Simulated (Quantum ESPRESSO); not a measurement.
# Ag (Im-3m) in Quantum ESPRESSO: equation of state, part 2 of 2

Quantum ESPRESSO 7.5. The steps go on from the part before.

## (5) Single point, PBE, 18.15 Å³/atom

File pw.in:

```
&CONTROL
  calculation = 'scf'
  prefix = 'pwscf'
  outdir = './tmp'
  pseudo_dir = './pseudo'
  tprnfor = .true.
  tstress = .true.
  disk_io = 'nowf'
/
&SYSTEM
  ibrav = 0
  nat = 1
  ntyp = 1
  ecutwfc = 60
  nbnd = 16
  occupations = 'smearing'
  smearing = 'fd'
  degauss = 0.00367493
/
&ELECTRONS
  conv_thr = 2d-10
  electron_maxstep = 120
  mixing_beta = 0.5
/
ATOMIC_SPECIES
Ag   107.8682 Ag_ONCV_PBE-1.0.oncvpsp.upf
CELL_PARAMETERS angstrom
  -1.6556540000    1.6556540000    1.6556540000
   1.6556540000   -1.6556540000    1.6556540000
   1.6556540000    1.6556540000   -1.6556540000
ATOMIC_POSITIONS crystal
Ag     0.0000000000    0.0000000000    0.0000000000
K_POINTS automatic
11 11 11 0 0 0
```

Potentials or basis: SSSP 1.3 efficiency PBE.

Run with:

```sh
$ OMP_NUM_THREADS=1 pw.x -in pw.in > pw.out
```

pw.out:

```text
This program is part of the open-source Quantum ESPRESSO suite
     for quantum simulation of materials; please cite
[... 9 lines left out ...]
     --------------------
     sticks:   dense  smooth     PW     G-vecs:    dense   smooth      PW
     Sum         535     535    173                 7803     7803    1433

     Using Slab Decomposition

     bravais-lattice index     =            0
     lattice parameter (alat)  =       5.4191  a.u.
     unit-cell volume          =     122.5083 (a.u.)^3
     number of atoms/cell      =            1
     number of atomic types    =            1
     number of electrons       =        19.00
     number of Kohn-Sham states=           16
     kinetic-energy cutoff     =      60.0000  Ry
     charge density cutoff     =     240.0000  Ry
     scf convergence threshold =      2.0E-10
     mixing beta               =       0.5000
     number of iterations used =            8  plain     mixing
     Exchange-correlation= PBE
                           (   1   4   3   4   0   0   0)

     celldm(1)=   5.419124  celldm(2)=   0.000000  celldm(3)=   0.000000
     celldm(4)=   0.000000  celldm(5)=   0.000000  celldm(6)=   0.000000

     crystal axes: (cart. coord. in units of alat)
               a(1) = (  -0.577350   0.577350   0.577350 )
               a(2) = (   0.577350  -0.577350   0.577350 )
               a(3) = (   0.577350   0.577350  -0.577350 )

     reciprocal axes: (cart. coord. in units 2 pi/alat)
               b(1) = ( -0.000000  0.866025  0.866025 )
               b(2) = (  0.866025 -0.000000  0.866025 )
               b(3) = (  0.866025  0.866025  0.000000 )

     PseudoPot. # 1 for Ag read from file:
     Ag_ONCV_PBE-1.0.oncvpsp.upf
     Pseudo is Norm-conserving, Zval = 19.0
     Generated using ONCVPSP code by D. R. Hamann
     Using radial grid of 1398 points,  6 beta functions with:
                l(1) =   0
                l(2) =   0
                l(3) =   1
                l(4) =   1
                l(5) =   2
                l(6) =   2

     atomic species   valence    mass     pseudopotential
     Ag               19.00   107.86820     Ag( 1.00)

     48 Sym. Ops., with inversion, found

   Cartesian axes

     site n.     atom                  positions (alat units)
         1        Ag     tau(   1) = (   0.0000000   0.0000000   0.0000000  )

     number of k points=    56  Fermi-Dirac smearing, width (Ry)=  0.0037
                       cart. coord. in units 2pi/alat
        k(    1) = (   0.0000000   0.0000000   0.0000000), wk =   0.0015026
        k(    2) = (   0.0787296   0.0787296   0.0000000), wk =   0.0180316
        k(    3) = (   0.1574592   0.1574592   0.0000000), wk =   0.0180316
        k(    4) = (   0.2361887   0.2361887   0.0000000), wk =   0.0180316
        k(    5) = (   0.3149183   0.3149183   0.0000000), wk =   0.0180316
        k(    6) = (   0.3936479   0.3936479   0.0000000), wk =   0.0180316
[... 48 lines left out ...]
        k(   55) = (  -0.7872958  -0.0787296  -0.0787296), wk =   0.0120210
        k(   56) = (  -0.0000000  -0.0000000   0.7872958), wk =   0.0090158

     Dense  grid:     7803 G-vectors     FFT dimensions: (  27,  27,  27)

     Initial potential from superposition of free atoms

     starting charge      18.9997, renormalised to      19.0000
     Starting wfcs are   10 randomized atomic wfcs +    6 random wfcs

     Self-consistent Calculation

     iteration #  1     ecut=    60.00 Ry     beta= 0.50
     Davidson diagonalization with overlap
     ethr =  1.00E-02,  avg # of iterations =  4.2

     Threshold (ethr) on eigenvalues was too large:
     Diagonalizing with lowered threshold

     Davidson diagonalization with overlap
     ethr =  1.60E-04,  avg # of iterations =  1.7

     total energy              =    -287.32026767 Ry
     estimated scf accuracy    <       0.03034641 Ry

     iteration #  2     ecut=    60.00 Ry     beta= 0.50
     Davidson diagonalization with overlap
     ethr =  1.60E-04,  avg # of iterations =  2.0
[... 43 lines left out ...]
     total energy              =    -287.32766141 Ry
     estimated scf accuracy    <          5.8E-10 Ry

     iteration #  9     ecut=    60.00 Ry     beta= 0.50
     Davidson diagonalization with overlap
     ethr =  3.04E-12,  avg # of iterations =  2.0

     End of self-consistent calculation

          k = 0.0000 0.0000 0.0000 (   959 PWs)   bands (ev):

   -75.3642 -38.7394 -38.7394 -38.7394   9.2742  11.8720  11.8720  11.8720
    13.0750  13.0750  34.5708  34.5708  34.5708  39.6897  39.6897  39.6900

          k = 0.0787 0.0787 0.0000 (   957 PWs)   bands (ev):

   -75.3631 -38.7499 -38.7432 -38.7392   9.5312  11.8128  11.8834  12.0129
    13.0139  13.0794  33.6712  34.3869  34.6902  37.7543  37.9006  38.1960
[... 263 lines left out ...]
   -75.3402 -38.8405 -38.8405 -38.8254  10.7619  10.7619  13.2572  13.6807
    13.6807  22.8190  22.8752  22.8752  30.2827  30.4028  30.4028  43.1476

          k =-0.0000-0.0000 0.7873 (   948 PWs)   bands (ev):

   -75.3394 -38.8395 -38.8382 -38.8382  10.6425  10.6613  13.6630  13.6630
    13.7164  22.4160  23.6018  23.6018  28.8673  29.5455  30.3176  43.5266

     the Fermi energy is    16.5688 ev

!    total energy              =    -287.32766141 Ry
     estimated scf accuracy    <          3.4E-12 Ry
     smearing contrib. (-TS)   =      -0.00024788 Ry
     internal energy E=F+TS    =    -287.32741353 Ry

     The total energy is F=E-TS. E is the sum of the following terms:
     one-electron contribution =    -117.77604727 Ry
     hartree contribution      =      67.49155027 Ry
     xc contribution           =     -27.09156622 Ry
     ewald contribution        =    -209.95135031 Ry

     convergence has been achieved in   9 iterations

     Forces acting on atoms (cartesian axes, Ry/au):

     atom    1 type  1   force =     0.00000000    0.00000000    0.00000000

     Total force =     0.000000     Total SCF correction =     0.000000

     Computing stress (Cartesian axis) and pressure

          total   stress  (Ry/bohr**3)                   (kbar)     P=       -9.70
  -0.00006596  -0.00000000  -0.00000000           -9.70       -0.00       -0.00
  -0.00000000  -0.00006596  -0.00000000           -0.00       -9.70       -0.00
  -0.00000000  -0.00000000  -0.00006596           -0.00       -0.00       -9.70

=------------------------------------------------------------------------------=
   JOB DONE.
=------------------------------------------------------------------------------=
```

It took 13 s on 1 thread of Arm Neoverse V1, shared host; peak memory 0.05 GiB.

Results:

| Quantity | Value |
| --- | --- |
| Free energy | -3909.2920 eV |
| Pressure | -1.0 GPa |
| Band gap on the k mesh | none (metal or under the smearing width) |

## (6) Single point, PBE, 18.52 Å³/atom

Changes to pw.in since step 5:

```diff
@@ -27,5 +27,5 @@
 CELL_PARAMETERS angstrom
-  -1.6556540000    1.6556540000    1.6556540000
-   1.6556540000   -1.6556540000    1.6556540000
-   1.6556540000    1.6556540000   -1.6556540000
+  -1.6666189156    1.6666189156    1.6666189156
+   1.6666189156   -1.6666189156    1.6666189156
+   1.6666189156    1.6666189156   -1.6666189156
 ATOMIC_POSITIONS crystal
```

Potentials or basis: SSSP 1.3 efficiency PBE.

Run with:

```sh
$ OMP_NUM_THREADS=1 pw.x -in pw.in > pw.out
```

It took 13 s on 1 thread of Arm Neoverse V1, shared host; peak memory 0.05 GiB.

Results (log left out):

| Quantity | Value |
| --- | --- |
| Free energy | -3909.2880 eV |
| Pressure | -2.6 GPa |
| Band gap on the k mesh | none (metal or under the smearing width) |

## (7) Single point, PBE, 18.88 Å³/atom

Changes to pw.in since step 6:

```diff
@@ -27,5 +27,5 @@
 CELL_PARAMETERS angstrom
-  -1.6666189156    1.6666189156    1.6666189156
-   1.6666189156   -1.6666189156    1.6666189156
-   1.6666189156    1.6666189156   -1.6666189156
+  -1.6774414196    1.6774414196    1.6774414196
+   1.6774414196   -1.6774414196    1.6774414196
+   1.6774414196    1.6774414196   -1.6774414196
 ATOMIC_POSITIONS crystal
```

Run with:

```sh
$ OMP_NUM_THREADS=1 pw.x -in pw.in > pw.out
```

Wall time 13 s (1 thread of Arm Neoverse V1, shared host); peak memory 0.05 GiB.

The run converged. Its results:

```
Free energy            : -3909.2806 eV
Pressure               : -3.9 GPa
Band gap on the k mesh : none (metal or under the smearing width)
```

## (8) Single point, PBE, 19.24 Å³/atom

Changes to pw.in since step 7:

```diff
@@ -27,5 +27,5 @@
 CELL_PARAMETERS angstrom
-  -1.6774414196    1.6774414196    1.6774414196
-   1.6774414196   -1.6774414196    1.6774414196
-   1.6774414196    1.6774414196   -1.6774414196
+  -1.6881260479    1.6881260479    1.6881260479
+   1.6881260479   -1.6881260479    1.6881260479
+   1.6881260479    1.6881260479   -1.6881260479
 ATOMIC_POSITIONS crystal
```

Run with:

```sh
$ OMP_NUM_THREADS=1 pw.x -in pw.in > pw.out
```

Run time: 14 s. Hardware: 1 thread of Arm Neoverse V1, shared host; peak memory 0.05 GiB.

Results (log left out):

```
Free energy            : -3909.2703 eV
Pressure               : -5.1 GPa
Band gap on the k mesh : none (metal or under the smearing width)
```

## (9) Equation of state, PBE

Potentials or basis: SSSP 1.3 efficiency PBE.

This step only gathers the single runs of the series.

What came out:

```
Equilibrium volume                      : 17.95 Å³/atom
Bulk modulus                            : 90 GPa
Pressure derivative of the bulk modulus : 5.7
```

Energy against volume, from the lowest point:
```
volume (Å³/atom)  energy (meV/atom)
          17.065              13.46
          17.428               4.21
          17.791               0.00
          18.154               0.19
          18.517               4.21
          18.880              11.58
          19.243              21.86
```
